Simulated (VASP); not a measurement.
Calculation: PBEsol GGA, VASP's PBE PAW potentials (set 64) (plane waves; VASP 6.6.1).

The input files of a VASP run:

KPOINTS:
```
kpoints
0
gamma
12 12 12
0 0 0
```

**INCAR**
```
! general
SYSTEM  = InN
PREC    = Accurate
ENCUT   = 600
LREAL   = .FALSE.
LASPH   = .TRUE.

! electronic loop
EDIFF   = 1E-7   ! SCF stop (eV)
NELM    = 100   ! most electronic steps
ALGO    = Normal   ! blocked Davidson
LMAXMIX = 4

! smearing
ISMEAR  = 1
SIGMA   = 0.1

! functional
GGA     = PS   ! PBEsol

! ions
ISIF    = 2

! output
LWAVE   = .FALSE.
LCHARG  = .FALSE.
```

### POSCAR
```
InN
1
    0.0000000000     2.4945657303     2.4945657303
    2.4945657303     0.0000000000     2.4945657303
    2.4945657303     2.4945657303     0.0000000000
In N
1 1
Direct
  0.0000000000   0.0000000000   0.0000000000
  0.2299564311   0.2299564311   0.2700435689
```

POTCAR, in this order: In_d N (PBE.64 set). Program: vasp_std.

The run wrote:

**OUTCAR**
```
 ion  position               nearest neighbor table
   1  0.000  0.000  0.000-   2 2.10   2 2.10   2 2.22   2 2.22
   2  0.230  0.230  0.270-   1 2.10   1 2.10   1 2.22   1 2.22
  LATTYP: Found a face centered cubic cell.
 ALAT       =     4.9891314606
 Subroutine PRICEL returns:
 Original cell was already a primitive cell.
 Subroutine GETGRP returns: Found  4 space group operations
The static configuration has the point symmetry C_2v.
The dynamic configuration has the point symmetry C_2v.
 Subroutine INISYM returns: Found  4 space group operations
 Subroutine IBZKPT returns following result:
 Found    280 irreducible k-points:

 Following reciprocal coordinates:
            Coordinates               Weight
  0.000000  0.000000  0.000000      1.000000
  0.083333  0.000000  0.000000      4.000000
  0.000000  0.000000  0.083333      4.000000
  0.166667  0.000000  0.000000      4.000000
  0.000000  0.000000  0.166667      4.000000
  0.250000  0.000000  0.000000      4.000000
  0.000000  0.000000  0.250000      4.000000
  0.333333  0.000000  0.000000      4.000000
  0.000000  0.000000  0.333333      4.000000
  0.416667  0.000000  0.000000      4.000000
  0.000000  0.000000  0.416667      4.000000
  0.500000  0.000000  0.000000      2.000000
  0.000000  0.000000  0.500000      2.000000
  0.083333  0.083333  0.000000      2.000000
  0.000000  0.083333  0.083333      4.000000
  0.166667  0.083333  0.000000      4.000000
  0.000000  0.166667  0.083333      8.000000
  0.083333  0.000000  0.166667      8.000000
  0.083333  0.083333 -0.083333      4.000000
  0.250000  0.083333  0.000000      4.000000
  0.000000  0.250000  0.083333      8.000000
  0.083333  0.000000  0.250000      8.000000
  0.083333  0.083333 -0.166667      4.000000
  0.333333  0.083333  0.000000      4.000000
  0.000000  0.333333  0.083333      8.000000
  0.083333  0.000000  0.333333      8.000000
  0.083333  0.083333 -0.250000      4.000000
  0.416667  0.083333  0.000000      4.000000
  0.000000  0.416667  0.083333      8.000000
  0.083333  0.000000  0.416667      8.000000
  0.083333  0.083333 -0.333333      4.000000
  0.500000  0.083333  0.000000      4.000000
  0.000000  0.500000  0.083333      8.000000
  0.083333  0.000000  0.500000      8.000000
  0.083333  0.083333 -0.416667      4.000000
 -0.416667  0.083333  0.000000      4.000000
  0.000000 -0.416667  0.083333      8.000000
  0.083333  0.000000 -0.416667      8.000000
  0.083333  0.083333  0.500000      4.000000
 -0.333333  0.083333  0.000000      4.000000
   k-points           NKPTS =    280   k-points in BZ     NKDIM =    280   number of bands    NBANDS=     13
   number of dos      NEDOS =    301   number of ions     NIONS =      2
   total plane-waves  NPLWV =  21952
   dimension x,y,z NGX =    28 NGY =   28 NGZ =   28
   dimension x,y,z NGXF=    56 NGYF=   56 NGZF=   56
   ions per type =               1   1
   PREC   = accura    normal or accurate (medium, high low for compatibility)
   ISTART =      0    job   : 0-new  1-cont  2-samecut
   ICHARG =      2    charge: 1-file 2-atom 10-const
   ISPIN  =      1    spin polarized calculation?
   LNONCOLLINEAR =      F non collinear calculations
   LSORBIT =      F    spin-orbit coupling
   INIWAV =      1    electr: 0-lowe 1-rand  2-diag
   ENCUT  =  600.0 eV  44.10 Ry    6.64 a.u.   7.05  7.05  7.05*2*pi/ulx,y,z
   NELM   =    100;   NELMIN=  2; NELMDL= -5     # of ELM steps
   EDIFF  = 0.1E-06   stopping-criterion for ELM
   LREAL  =      F    real-space projection
   NLSPLINE    = F    spline interpolate recip. space projectors
   LMAXMIX     =    4 max onsite mixed and CHGCAR
...
```

### OSZICAR
```
       N       E                     dE             d eps       ncg     rms          rms(c)
DAV:   1     0.137212816081E+03    0.13721E+03   -0.10032E+04  7323   0.204E+03
DAV:   2    -0.130631696717E+01   -0.13852E+03   -0.13168E+03  7990   0.404E+02
DAV:   3    -0.132313964746E+02   -0.11925E+02   -0.11686E+02  8846   0.118E+02
DAV:   4    -0.135611761635E+02   -0.32978E+00   -0.32929E+00  8225   0.209E+01
DAV:   5    -0.135738631767E+02   -0.12687E-01   -0.12686E-01  9867   0.391E+00    0.963E+00
DAV:   6    -0.115654949247E+02    0.20084E+01   -0.72594E+00 11050   0.511E+01    0.525E+00
DAV:   7    -0.115373676371E+02    0.28127E-01   -0.53234E-01  7311   0.896E+00    0.215E+00
DAV:   8    -0.115170915374E+02    0.20276E-01   -0.92780E-02  8860   0.296E+00    0.571E-01
DAV:   9    -0.115125910775E+02    0.45005E-02   -0.80625E-03 11948   0.193E+00    0.211E-01
DAV:  10    -0.115128139386E+02   -0.22286E-03   -0.10566E-03  7765   0.353E-01    0.701E-02
DAV:  11    -0.115128144778E+02   -0.53919E-06   -0.38793E-05 10843   0.916E-02    0.151E-02
DAV:  12    -0.115128140738E+02    0.40398E-06   -0.18506E-05  8665   0.498E-02    0.107E-02
DAV:  13    -0.115128132515E+02    0.82233E-06   -0.26833E-06 10771   0.302E-02    0.370E-03
DAV:  14    -0.115128131895E+02    0.61969E-07   -0.18434E-07  6160   0.429E-03
   1 F= -.11512813E+02 E0= -.11512842E+02  d E =0.852450E-04
```

File OUTCAR:
```
------------------------ aborting loop because EDIFF is reached ----------------------------------------
  FORCE on cell =-STRESS in cart. coord.  units (eV):
  Direction    XX          YY          ZZ          XY          YZ          ZX
  --------------------------------------------------------------------------------------
  Total        0.1665293      0.1665293     -0.0209889      0.9192005      0.0000000      0.0000000
  in kB        8.5938208      8.5938208     -1.0831401     47.4357721      0.0000000      0.0000000
  external PRESSURE =       5.3681672 kB  Pullay stress =       0.0000000 kB
  volume of cell :       31.05
      direct lattice vectors                 reciprocal lattice vectors
     0.000000000  2.494565730  2.494565730    -0.200435689  0.200435689  0.200435689
     2.494565730  0.000000000  2.494565730     0.200435689 -0.200435689  0.200435689
     2.494565730  2.494565730  0.000000000     0.200435689  0.200435689 -0.200435689
 POSITION                                       TOTAL-FORCE (eV/Angst)
 -----------------------------------------------------------------------------------
      0.00000      0.00000      0.00000         0.000000      0.000000     -0.924082
      1.24728      1.24728      1.14728        -0.000000     -0.000000      0.924082
 -----------------------------------------------------------------------------------
    total drift:                                0.000000      0.000000     -0.000104
  FREE ENERGIE OF THE ION-ELECTRON SYSTEM (eV)
  ---------------------------------------------------
  free  energy   TOTEN  =       -11.5128131895 eV

  energy  without entropy=      -11.5128984345  energy(sigma->0) =      -11.51284160
```
(Selected blocks of OUTCAR.)

The compound is InN in the zinc blende structure, a metastable form; wurtzite is the usual one. This cell was strained or had an atom moved on purpose.
